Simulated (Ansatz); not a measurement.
Input, command and steps of an Ansatz relaxation.

```yaml
crystal:
  lattice:
    - [2.7065514122, 0.0, 0.0]
    - [-1.3532757061, 2.4345586049, 0.0]
    - [0.0, 0.0, 4.6827770521]
  atoms:
    - { symbol: Al, position: [0.665577755, 0.3315433315, 0.75] }
    - { symbol: Al, position: [0.334422245, 0.6684566685, 0.25] }
basis:
  ecutwfc: 420
kpoints:
  mp_grid: { grid: [24, 24, 12] }
hamiltonian:
  xc: pbesol
  dispersion: d3bj
scf:
  occupations: { method: gaussian, width: 0.1 }
output:
  forces: true
  stress: true
  eigenvalues: true
relax:
  adjacent_minimum: "off"
  f_tol: 0.008
  max_steps: 40
  cell: { stress_tol: 0.015, fix: [a, angles] }
```

```bash
ansatz run input.yaml --threads 1 --pin off --max-ram 2560MiB --backend cpu --events-out ev --progress --plain --runs-dir out
```

The calculation used DFT PBEsol+D3(BJ), scalar-relativistic, plane waves, PAW (Ansatz).

Of 7 frames 6 are shown, positions in Å and forces in eV/Å; the SCF threshold varies from step to step. Steps run on the plane waves of an earlier cell, with a Pulay correction in the pressure. The basis is chosen afresh for the last frame, the zero of the energies, and at times for earlier ones too; energy and pressure step there, also at an unchanged geometry.

```xyz
2
Lattice="2.7066 0.0000 0.0000 -1.3533 2.4346 0.0000 0.0000 0.0000 4.6828" Properties=species:S:1:pos:R:3:forces:R:3 pbc="T T T" step=1 free_energy_over_end_meV_per_atom=0.74 pressure_GPa=1.68
Al    1.3528    0.8072    3.5121    0.0012   -0.0010    0.0000
Al    0.0005    1.6274    1.1707   -0.0012    0.0010    0.0000
2
Lattice="2.7065 -0.0035 0.0000 -1.3564 2.4475 0.0000 0.0000 0.0000 4.6630" Properties=species:S:1:pos:R:3:forces:R:3 pbc="T T T" step=2 free_energy_over_end_meV_per_atom=0.20 pressure_GPa=1.61
Al    1.3515    0.8076    3.4972    0.0005    0.0014    0.0000
Al   -0.0013    1.6365    1.1657   -0.0005   -0.0014    0.0000
2
Lattice="2.7065 -0.0083 0.0000 -1.3607 2.4656 0.0000 0.0000 0.0000 4.6299" Properties=species:S:1:pos:R:3:forces:R:3 pbc="T T T" step=3 free_energy_over_end_meV_per_atom=0.12 pressure_GPa=1.65
Al    1.3494    0.8115    3.4724    0.0001   -0.0042    0.0000
Al   -0.0036    1.6458    1.1575   -0.0001    0.0042    0.0000
2
Lattice="2.7065 -0.0067 0.0000 -1.3593 2.4596 0.0000 0.0000 0.0000 4.6429" Properties=species:S:1:pos:R:3:forces:R:3 pbc="T T T" step=4 free_energy_over_end_meV_per_atom=0.02 pressure_GPa=1.59
Al    1.3503    0.8090    3.4822   -0.0003    0.0009    0.0000
Al   -0.0031    1.6440    1.1607    0.0003   -0.0009    0.0000
2
Lattice="2.7065 -0.0067 0.0000 -1.3593 2.4599 0.0000 0.0000 0.0000 4.6468" Properties=species:S:1:pos:R:3:forces:R:3 pbc="T T T" step=5 free_energy_over_end_meV_per_atom=0.02 pressure_GPa=1.51
Al    1.3502    0.8095    3.4851    0.0000   -0.0001    0.0000
Al   -0.0030    1.6437    1.1617    0.0000    0.0001    0.0000
2
Lattice="2.7065 -0.0067 0.0000 -1.3593 2.4596 0.0000 0.0000 0.0000 4.6463" Properties=species:S:1:pos:R:3:forces:R:3 pbc="T T T" step=7 free_energy_over_end_meV_per_atom=0.00 pressure_GPa=1.53
Al    1.3502    0.8094    3.4847    0.0000    0.0000    0.0000
Al   -0.0029    1.6435    1.1616    0.0000    0.0000    0.0000
```

The run took 3.6 min on 1 thread of AMD EPYC 7R43 64-Core Processor (Zen 3) (shared host), peak memory 0.91 GiB.